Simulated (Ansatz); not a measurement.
Input of an Ansatz 0.2.0 run:

File input.yaml:

```yaml
crystal:
  lattice:
    - [2.91381, 0.0, 0.0]
    - [0.0, 2.91381, 0.0]
    - [0.0, 0.0, 2.91381]
  atoms:
    - { symbol: Hf, position: [0.5, 0.5, 0.5] }
hamiltonian:
  xc: r2scanh
  pseudopotentials: { kind: paw }
kpoints:
  mp_grid: { grid: [5, 5, 5] }
scf:
  occupations: { method: fermi_dirac, width: 0.05 }
output:
  forces: true
  stress: true
  eigenvalues: true
```

Potentials or basis: Ansatz PAW.

Run with:

```bash
$ ansatz run input.yaml --threads 2 --pin off --max-ram 5632MiB --backend cpu --events-out ev --progress --plain --runs-dir out
```

Task: Estimate the band gap on the k mesh.

Result: None (metal or under the smearing width).

Task: Estimate the pressure.

Result: 0.1 GPa.

Caveat: the k mesh is coarse (spacing up to 0.43 Å⁻¹), so the values aren't converged, least of all with exact exchange; the PAW data sets come from PBE, with cores solved anew for the run's functional, which leaves a small shift of forces and pressure; the thresholds are loose for stress. The run has no spin-orbit coupling, so splittings on Hf are missing.
